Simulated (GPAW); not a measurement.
Mo:

```
Mo
1.0
    -1.58381    1.58381    1.58381
     1.58381   -1.58381    1.58381
     1.58381    1.58381   -1.58381
Mo
1
Direct
  0.00000 0.00000 0.00000
```

* Program: GPAW 26.7.0
* Task: relaxation of cell and atoms
* Functional: LDA
* Potentials or basis: the program's PAW data sets (release 1.2.1) made for this functional
* Cutoff: 600 eV
* Basis: pw
* k mesh: 12 × 12 × 12
* Occupations: fermi-dirac, width 0.05 eV
* Spin: no spin polarisation

At the start: pressure -15.0 GPa; volume 15.89 Å³/atom.

Q: Where does the relaxation end?

A: Over 3 steps the energy falls by 43.6 meV/atom and the volume is 15.00 Å³/atom (-5.6 %); space group Im-3m (No. 229, to 0.05 Å).

The path:
```
step  energy change (eV)  largest force (eV/Å)  pressure (GPa)  volume (Å³)
   1              0.0000                0.0000          -15.02        15.89
   2             -0.0431                0.0000            1.78        14.91
   3             -0.0436                0.0000           -0.12        15.00
```

Final structure:
```
Mo
1.0
    -1.55376    1.55376    1.55376
     1.55376   -1.55376    1.55376
     1.55376    1.55376   -1.55376
Mo
1
Cartesian
  0.0000 0.0000 0.0000
```

Caveat: later steps reuse the first step's grids.
